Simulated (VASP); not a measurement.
Input of a VASP 6.6.1 run:

The input INCAR:

```
PREC = Accurate
ENCUT = 520
EDIFF = 1E-7
ISMEAR = 0
SIGMA = 0.1
LREAL = False
LASPH = True
NELM = 120
ALGO = Fast
ISIF = 2
LWAVE = False
LCHARG = False
ISPIN = 2
MAGMOM = 0.8
LORBIT = 11
LMAXMIX = 4
GGA = PE
```

KPOINTS

```
Automatic mesh
0
Gamma
  4 4 4
```

Contents of POSCAR:

```
Ni                                      
1.0
   -0.0000000000      1.7317904559      1.7317904559
    1.7317904559     -0.0000000000      1.7317904559
    1.7317904559      1.7317904559      0.0000000000
  Ni            
     1
Direct
     0.0000000000000000    0.0000000000000000    0.0000000000000000
```

Potentials or basis: VASP PAW PBE potentials, release 64 (Ni).

Run with:

```console
$ cat potpaw_PBE.64/Ni/POTCAR > POTCAR
$ mpirun -np 1 vasp_std > vasp.out
```

**Question.** Predict the pressure.

**Answer.** 6.8 GPa.

**Question.** What does it give for the band gap on the k mesh?

**Answer.** None (metal or under the smearing width).

**Question.** Estimate the net moment.

**Answer.** 0.59 μB per cell.

**Question.** Predict the site moments.

**Answer.** Ni +0.60 μB.

Caveat: the k mesh is coarse (spacing up to 0.79 Å⁻¹), so the values aren't converged.
